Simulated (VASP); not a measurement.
Set up this calculation in VASP 6.6.1, as the native input.

```
Task                   : relaxation of cell and atoms
Functional             : PBE
Dispersion             : D3(BJ)
Potentials or basis    : VASP PAW PBE potentials, release 64 (C)
Cutoff                 : 600 eV
k mesh                 : 12 × 12 × 12
Occupations            : gaussian, width 0.02 eV
Spin                   : no spin polarisation
Further INCAR settings : ALGO = Normal; EDIFF = 1e-07; IBRION = 2; EDIFFG = -0.005; NSW = 90; ISIF = 3
```

The structure of C lies in POSCAR:

```
C
1.0
    0.0000000000      1.7834000000      1.7834000000
    1.7834000000      0.0000000000      1.7834000000
    1.7834000000      1.7834000000      0.0000000000
C
2
Direct
    0.5000000000      0.5000000000      0.5000000000
    0.7500000000      0.7500000000      0.7500000000
```

This isn't the form of C at room conditions, which is graphite.

These files were run (other wordings do the same):

INCAR

```
SYSTEM = C
ALGO     = Normal         ! electronic algorithm
EDIFF    = 1E-7           ! SCF threshold, eV
EDIFFG   = -0.005         ! ionic threshold
ENCUT    = 600            ! plane-wave cutoff, eV
GGA      = PE             ! functional
IBRION   = 2              ! ionic algorithm
ISIF     = 3              ! what is computed and relaxed
ISMEAR   = 0              ! smearing method
IVDW     = 12             ! dispersion correction
LASPH    = .True.         ! aspherical terms in the spheres
LCHARG   = .False.        ! write CHGCAR
LREAL    = .False.        ! projectors in reciprocal space
LWAVE    = .False.        ! write WAVECAR
NELM     = 60             ! most SCF steps
NSW      = 90             ! ionic steps
PREC     = Accurate       ! precision mode
SIGMA    = 0.02           ! smearing width, eV
```

KPOINTS

```
k-points
0
Gamma
  12 12 12
  0 0 0
```

Potentials or basis: VASP PAW PBE potentials, release 64 (C).

Launch:

```sh
$ cat potpaw_PBE.64/C/POTCAR > POTCAR
$ mpirun -np 1 vasp_std > vasp.out
```

It gave:

```yaml
Relaxed_volume: 5.62 Å³/atom
Relaxed_cell: a = 2.515 Å, b = 2.515 Å, c = 2.515 Å, α = 60.00°, β = 60.00°, γ = 60.00°
Space_group_after_relaxing_to_0.05_Å: Fd-3m (No. 227)
Energy_gained_by_relaxing: 0.5 meV/atom
Ionic_steps: 3
Pressure_after_relaxing: 0.0 GPa
Band_gap_on_the_k_mesh: 4.17 eV, indirect (least direct gap 5.61 eV)
Dispersion_energy_per_atom: -0.193 eV
```

Run time: 7.7 s on 1 thread of Intel(R) Xeon(R) Platinum 8559C (Emerald Rapids) (shared host), peak memory 0.13 GiB.
